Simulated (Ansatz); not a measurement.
# Al(111) / 1 layer Rh(111) / Al(111): resistance against film thickness, part 2 of 2

How does the resistance across the layers grow with the film in Al(111) / 1 layer Rh(111) / Al(111)?

Ansatz 0.2.0; Ansatz plane-wave DFT, PBE, PAW files; ballistic transport by layer matching (Landauer), zero bias.

So far. Step 5 (With 7 layers, k-mesh 15×15×1, film layers 7): The conductance of the junction is 6.9e14 S/m², 1.3 % over the 6.8e14 S/m² of the last finished run, within the error estimates, leads' steps apart, of 6.1 and 6.7 %.

### Step 6. With 9 layers, k-mesh 15×15×1, film layers 9

The stack now holds 9 film layers; the k-mesh follows the cell, and the energies span -0.27 to 0.27 eV.

System of this step: Al(111) / 9 layers Rh(111) / Al(111). The cell holds 17 atoms: 8 Al and 9 Rh. Cell: a = 2.862 Å, b = 2.862 Å, c = 36.178 Å, α = 87.7°, β = 92.3°, γ = 120.0°. It derives from Al and Rh. Regions: lead, 8 atoms (8 Al); films, 9 atoms (9 Rh). The structure is stacked along c, and the current runs across the ab planes.

The input, input.yaml:

```yaml
crystal:
  lattice:
    - [2.862347037, 0.0, 0.0]
    - [-1.4311735185, 2.4788652485, 0.0]
    - [-1.4311735185, 0.8262884162, 36.139747088]
  atoms:
    - { symbol: Al, position: [0.0107780526, 0.9892219474, 0.0323341578] }
    - { symbol: Al, position: [0.3656674911, 0.6343325089, 0.0970024733] }
    - { symbol: Al, position: [0.7205569296, 0.2794430704, 0.1616707889] }
    - { symbol: Al, position: [0.0754463682, 0.9245536318, 0.2263391045] }
    - { symbol: Rh, position: [0.4284957814, 0.5715042186, 0.2854873442] }
    - { symbol: Rh, position: [0.7797051694, 0.2202948306, 0.3391155082] }
    - { symbol: Rh, position: [0.1309145574, 0.8690854426, 0.3927436721] }
    - { symbol: Rh, position: [0.4821239454, 0.5178760546, 0.4463718361] }
    - { symbol: Rh, position: [0.8333333333, 0.1666666667, 0.5] }
    - { symbol: Rh, position: [0.1845427213, 0.8154572787, 0.5536281639] }
    - { symbol: Rh, position: [0.5357521093, 0.4642478907, 0.6072563279] }
    - { symbol: Rh, position: [0.8869614973, 0.1130385027, 0.6608844918] }
    - { symbol: Rh, position: [0.2381708853, 0.7618291147, 0.7145126558] }
    - { symbol: Al, position: [0.5912202985, 0.4087797015, 0.7736608955] }
    - { symbol: Al, position: [0.946109737, 0.053890263, 0.8383292111] }
    - { symbol: Al, position: [0.3009991756, 0.6990008244, 0.9029975267] }
    - { symbol: Al, position: [0.6558886141, 0.3441113859, 0.9676658422] }
kpoints:
  mp_grid: { grid: [15, 15, 1] }
hamiltonian:
  xc: pbe
scf:
  occupations: { method: fermi_dirac, width: 0.1 }
output:
  transmission:
    leads: [[0, 1]]
    kmesh: [30, 30]
    e_range: [-0.27, 0.27]
    de: 0.036
  write_potential: true
  write_density: true
  volumetric_format: npy
```

Run with:

```
$ ansatz run input.yaml --threads 4 --pin off --max-ram 8192MiB --backend cpu --events-out ev --progress --plain --runs-dir out
```

It took 4.1 min on 4 threads of Arm Neoverse V1, shared host; peak memory 1.6 GiB.

Numbers from this step:

| Item | Value |
| --- | --- |
| free energy | -61924.5381 eV |
| energy at zero smearing | -61924.2387 eV |
| Fermi energy | 14.84 eV |
| step of the lead's potential | 7.7 meV |
| lead conductance per cell | 1.352 G₀ |
| conductance of the junction | 6.20e14 S/m² |
| junction conductance per cell | 0.5674 G₀ |
| estimated errors of the junction's conductance | 0.1, 0, 5.5, 14.1, 1.1 % (energy step, band edges, k-mesh, leads' steps, distance from neutral) |
| area resistance that the stack adds (contact term taken off, spin by spin) | 0.9367 fΩ m² |

Per spin. Table of transmission, zone mean by energy, zero at the Fermi level:

| energy (eV) | transmission, zone mean |
| --- | --- |
| -0.270 | 0.510 |
| -0.234 | 0.535 |
| -0.198 | 0.590 |
| -0.162 | 0.584 |
| -0.126 | 0.546 |
| -0.090 | 0.550 |
| -0.054 | 0.544 |
| -0.018 | 0.571 |
| 0.018 | 0.559 |
| 0.054 | 0.614 |
| 0.090 | 0.630 |
| 0.126 | 0.623 |
| 0.162 | 0.668 |
| 0.198 | 0.712 |
| 0.234 | 0.722 |
| 0.270 | 0.735 |

The conductance of the junction is 6.2e14 S/m², 10 % under the 6.9e14 S/m² of the last finished run, no more than the error estimates, leads' steps apart, of 6.7 and 5.5 % together. The estimate from the leads' steps, 14 %, is larger still.

### Step 7. All levels side by side

Times are for 4 threads of Arm Neoverse V1, shared host. The series side by side:

| no. | film layers | area resistance that the stack adds (contact term taken off, spin by spin) (fΩ m²) | conductance of the junction (S/m²) | time | memory (GiB) |
| --- | --- | --- | --- | --- | --- |
| 1 | 1 | 0.4205 | 9.10e14 | 71 s | 0.53 |
| 2 | 3 | 0.8382 | 6.60e14 | 1.7 min | 0.74 |
| 3 | 5 | 0.7901 | 6.81e14 | 2.4 min | 0.94 |
| 4 | 7 | 0.7714 | 6.90e14 | 70 s | 0.91 |
| 5 | 9 | 0.9367 | 6.20e14 | 4.1 min | 1.6 |

### Step 8. With 3 layers

A repeat with a deliberate mistake in the input, to see how the program answers it.

This step: Ansatz plane-wave DFT, PBE, PAW files; ballistic transport by layer matching (Landauer), zero bias; changed: magnetization = {"spin_polarized": true, "spin_orbit": true}, hamiltonian.pseudopotentials = {"kind": "nc"}, scf.max_iter = 60 (Ansatz 0.2.0).

System of this step: Al(111) / 3 layers Rh(111) / Al(111). The cell holds 11 atoms: 8 Al and 3 Rh. Cell: a = 2.862 Å, b = 2.862 Å, c = 24.567 Å, α = 86.7°, β = 93.3°, γ = 120.0°. It derives from Al and Rh. Regions: lead, 8 atoms (8 Al); films, 3 atoms (3 Rh). The structure is stacked along c, and the current runs across the ab planes.

The input, input.yaml:

```yaml
crystal:
  lattice:
    - [2.862347037, 0.0, 0.0]
    - [-1.4311735185, 2.4788652485, 0.0]
    - [-1.4311735185, 0.8262884162, 24.5110973982]
  atoms:
    - { symbol: Al, position: [0.015891418, 0.984108582, 0.0476742541] }
    - { symbol: Al, position: [0.3810075874, 0.6189924126, 0.1430227622] }
    - { symbol: Al, position: [0.7461237568, 0.2538762432, 0.2383712703] }
    - { symbol: Al, position: [0.1112399261, 0.8887600739, 0.3337197784] }
    - { symbol: Rh, position: [0.4736431183, 0.5263568817, 0.420929355] }
    - { symbol: Rh, position: [0.8333333333, 0.1666666667, 0.5] }
    - { symbol: Rh, position: [0.1930235483, 0.8069764517, 0.579070645] }
    - { symbol: Al, position: [0.5554267405, 0.4445732595, 0.6662802216] }
    - { symbol: Al, position: [0.9205429099, 0.0794570901, 0.7616287297] }
    - { symbol: Al, position: [0.2856590793, 0.7143409207, 0.8569772378] }
    - { symbol: Al, position: [0.6507752486, 0.3492247514, 0.9523257459] }
kpoints:
  mp_grid: { grid: [15, 15, 1] }
hamiltonian:
  xc: pbe
  pseudopotentials: { kind: nc }
scf:
  occupations: { method: fermi_dirac, width: 0.1 }
  max_iter: 60
output:
  transmission:
    leads: [[0, 1]]
    kmesh: [30, 30]
    e_range: [-0.27, 0.27]
    de: 0.036
  write_potential: true
  write_density: true
  volumetric_format: npy
magnetization:
  spin_polarized: true
  spin_orbit: true
```

It took 0.03 s on 4 threads; peak memory 0.031 GiB.

The input was rejected at the start.

The program's message: “Error: 2 input errors — fix all and re-run”

The change that led to it: magnetization and hamiltonian.pseudopotentials = {"kind": "nc"}.

### Step 9. What came out

```yaml
area_resistance_1_layer: 0.420 fΩ m²
area_resistance_3_layers: 0.838 fΩ m²
area_resistance_5_layers: 0.790 fΩ m²
area_resistance_7_layers: 0.771 fΩ m²
area_resistance_9_layers: 0.937 fΩ m²
```

What this shows: The stack adds 0.42 fΩ m² with 1 layer and 0.94 fΩ m² with 9. From 3 layers on no step exceeds the two runs' error estimates together, as expected where only the two interfaces scatter; half the mean, 0.42 fΩ m², is a rough coherent figure for one interface. Atoms sit on ideal sites and aren't relaxed. Rh(111) is stretched by 6.4 % in plane to fit Al(111).

[Logs are printed without paths, hosts, clocks, repeated set-up lines and the standing remarks that a program may print on its own settings, such as how far it seeks lower states.]

[Hosts, paths, dates, database ids (printed as entryN), source tags and the programs' standing remarks are cut or masked in the printed files.]
